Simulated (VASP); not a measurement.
CdTe:

```xyz
2
Lattice="0.0000 3.2821 3.2821 3.2821 0.0000 3.2821 3.2821 3.2821 0.0000" Properties=species:S:1:pos:R:3 pbc="T T T"
Cd    0.0000    0.0000    0.0000
Te    4.9232    4.9232    4.9232
```

The cell is a database's computed one.

| Property | Result |
| --- | --- |
| Program | VASP 6.6.1 |
| Task | relaxation of cell and atoms |
| Functional | PBE |
| Potentials or basis | VASP PAW PBE potentials, release 64 (Cd, Te) |
| Cutoff | 600 eV |
| k mesh | 10 × 10 × 10 |
| Occupations | gaussian, width 0.02 eV |
| Spin | no spin polarisation |

At the start: pressure 1.0 GPa; volume 35.36 Å³/atom.

Question: Where does the relaxation end?

Answer: Over 3 steps the energy falls by 2.9 meV/atom and the volume is 36.31 Å³/atom (+2.7 %); space group F-43m (No. 216, to 0.05 Å).

The path:
| step | energy change (eV) | largest force (eV/Å) | pressure (GPa) | volume (Å³) |
| --- | --- | --- | --- | --- |
| 1 | 0.0000 | 0.0000 | 0.99 | 70.71 |
| 2 | -0.0056 | 0.0000 | -0.17 | 72.98 |
| 3 | -0.0058 | 0.0000 | 0.00 | 72.62 |

Final structure:
```cif
data_structure
_symmetry_space_group_name_H-M 'P 1'
_symmetry_Int_Tables_number 1
_cell_length_a 4.6830
_cell_length_b 4.6830
_cell_length_c 4.6830
_cell_angle_alpha 60.000
_cell_angle_beta 60.000
_cell_angle_gamma 60.000
_cell_volume 72.62
loop_
_atom_site_label
_atom_site_type_symbol
_atom_site_fract_x
_atom_site_fract_y
_atom_site_fract_z
_atom_site_occupancy
Cd1 Cd 0.00000 0.00000 0.00000 1
Te1 Te 0.75000 0.75000 0.75000 1
```
